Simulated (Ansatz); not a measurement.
input.yaml (Ansatz)

```yaml
crystal:
  lattice:
    - [4.4930560488, 0.0, 0.0]
    - [-2.2465280244, 3.8911006789, 0.0]
    - [0.0, 0.0, 4.9923929492]
  atoms:
    - { symbol: Se, position: [0.2178291882, 0.0, 0.3333333333] }
    - { symbol: Se, position: [1.0, 0.2178291882, 0.6666666667] }
    - { symbol: Se, position: [0.7821708118, 0.7821708118, 0.0] }
hamiltonian:
  xc: r2scan
  pseudopotentials:
    kind: paw
    azcp:
      Se: "pseudopotentials/Se.paw.azcp"
basis:
  ecutwfc: 500
  fft_grid_basis: typed
kpoints:
  mp_grid: { grid: [8, 8, 7], shift: [0, 0, 0] }
magnetization:
  spin_polarized: false
scf:
  occupations: { method: methfessel_paxton, width: 0.03 }
  lower_state_search: "off"
output:
  stress: true
```

Terminal output

```
Engine: ansatz 0.2.0, x86_64-unknown-linux-gnu
Pseudopotentials: kind: paw
Pseudopotential: Se, paw, valence charge 16, recommended cutoff 500 eV (meta_gga) 
Functional definition: r2SCAN
  parameter k0 = 0.174
  parameter k1 = 0.065
  parameter a1 = 4.9479
  exchange = r2scan_x(k0 = k0, k1 = k1, a1 = a1)
  correlation = r2scan_c
Crystal: 3 atoms, lattice volume = 87.282 Å³
Basis set: ecut = 500 eV, 2209 PW (Γ), exchange–correlation on 144×144×160 points (64 copies of the dense FFT grid, shifted against one another)
Bands: 28, of which v1, the nominal top of the filled ones, is band 24 counted from 1 (23 counted from 0)
Symmetry: 6 space group operations
Space group: P3121 (ITA 152), of the structure as read, at distance tolerance 4.4e-5 Å
k-points: 55 of 448 (time reversal used)
Non-local potential: Se, projectors of the file, l = 0: 2, l = 1: 2, l = 2: 3, l = 3: 1
PAW form: soft (Blöchl's): semilocal exchange-correlation on the pseudo side does not see the compensation charge
PAW frozen core: Se, regenerated for the run's functional (the file was generated under x = pbe(κ = 0.804, μ = 0.2195149727645171), c = pbe(β = 0.06672455060314922))
PAW one-centre angular grid: Se, 590 points (default); XC on 160 Gauss nodes
Initial density: superposition of atomic densities (neutral atoms: chi_scale 0, normalization atom), corrected by the library's trained network
Initial wavefunctions: pseudopotential atomic-orbital guess
Functional: x = r2scan, c = r2scan; τ floored in thin density (d = 2e-4 eV/Å³)
SCF iter   1: F=—  HF=-16434.371141 eV  |F-HF|=—  |Δ(HF+E_count)|=         —  Δρ=2.84e-3  dr2=4.65e-3  dr2_τ=9.26e-3  ethr=1.77e-3  ⟨swp⟩=6.2  Hψ=6520  notcnv=0
SCF iter   2: F=—  HF=-16434.379257 eV  |F-HF|=—  |Δ(HF+E_count)|=   8.12e-3  S|Δr|=    0.00e0  Δρ=1.75e-3  dr2=1.63e-3  dr2_τ=3.33e-5  ethr=9.69e-6  ⟨swp⟩=2.0  Hψ=3520  notcnv=0
SCF iter   3: F=—  HF=-16434.379786 eV  |F-HF|=—  |Δ(HF+E_count)|=   5.29e-4  S|Δr|=    0.00e0  Δρ=6.44e-4  dr2=2.31e-4  dr2_τ=4.75e-6  ethr=3.39e-6  ⟨swp⟩=2.0  Hψ=2070  notcnv=0
SCF iter   4: F=—  HF=-16434.379915 eV  |F-HF|=—  |Δ(HF+E_count)|=   1.29e-4  S|Δr|=    0.00e0  Δρ=1.05e-4  dr2=9.60e-6  dr2_τ=2.66e-7  ethr=4.81e-7  ⟨swp⟩=2.0  Hψ=2035  notcnv=0
SCF iter   5: F=—  HF=-16434.379922 eV  |F-HF|=—  |Δ(HF+E_count)|=   6.16e-6  S|Δr|=    0.00e0  Δρ=1.83e-5  dr2=3.46e-7  dr2_τ=7.01e-9  ethr=2.00e-8  ⟨swp⟩=2.0  Hψ=2035  notcnv=0
SCF iter   6: F=-16434.379922 eV  HF=-16434.379922 eV  |F-HF|=1.04e-8  |Δ(HF+E_count)|=   2.27e-7  S|Δr|=    0.00e0  Δρ=3.14e-6  dr2=8.49e-9  dr2_τ=2.55e-10  ethr=2.08e-10  ⟨swp⟩=4.0  Hψ=5158  notcnv=0
SCF 1 converged in 6 iterations: F = -16434.379922 eV  dr2 = 8.49e-9
SCF converged after 6 iterations
Stability not checked: this state was not tested for a lower state beside it, because cold or Methfessel-Paxton smearing, or corrected tetrahedra, fill the levels in a way that the test cannot read (fill_not_monotonic; see scf.lower_state_search)
Free energy (F): -16434.379922 eV
Harris-Foulkes:  -16434.379922 eV  (|F-HF|=1.04e-8)
Internal energy: -16434.379922 eV  (E = F + TS)
E sigma→0 (E₀):  -16434.379922 eV
Fermi energy:    6.486312 eV
Step filling:    the computed levels leave a gap of 1.6119 eV = 53.7 smearing widths at the electron count; against every level under it full and every level over it empty, smearing changes F+E_penalty+E_count by +1.65e-314 meV and its σ→0 estimate by -5.92e-312 meV
--- Per-component energies (eV) ---
  E_band       = -1305.848959
  E_kinetic    = 351.160281
  E_local      = -8009.883790  (includes V_loc(G=0)·N_el)
  E_nonlocal   = -1781.807332
  E_hartree    = 3908.569510
  E_xc         = -292.169776
  E_vxc        = -314.208458  (∫ρ·V_xc dr)
  E_paw        = -5777.479044  (= ΣΔE_a)
  E_vpaw       = 615.833521  (= ΣTr[D̂ρ^β])
  E_aug_tail   = -0.000630  (compensation charges beyond the density's cutoff)
  E_vtau       = 15.920184  (kinetic-family band-sum trace: ∫τ·v_τ [+ j·A + Jᵃ·Aᵃ] dr)
  E_ewald      = -4827.474830
  E_core_change = -5.294311  (= ΣΔE_core)
  E_smearing   = 0.000000  (= −TS)
  E_closure    = 0.000000  (closes the sum)
  Σ components = -16434.379922   (vs F -16434.379922, Δ=0.00e0)
--- Stress (GPa, compression-positive) ---
        0.030166       0.000000      -0.000000
        0.000000       0.030166      -0.000000
       -0.000000      -0.000000       0.036960
  P = ⅓ Tr σ = 0.0324 GPa (0.324 kbar)
```

Command:

```sh
ansatz run input.yaml --threads 2 --pin off --max-ram 5120MiB --backend cpu --events-out ev --progress --plain --runs-dir out
```

On 2 threads of Intel(R) Xeon(R) 6975P-C (Granite Rapids) (shared host) this took about 7.4 s of wall time and 14 s of CPU time, with 0.59 GiB at the peak.
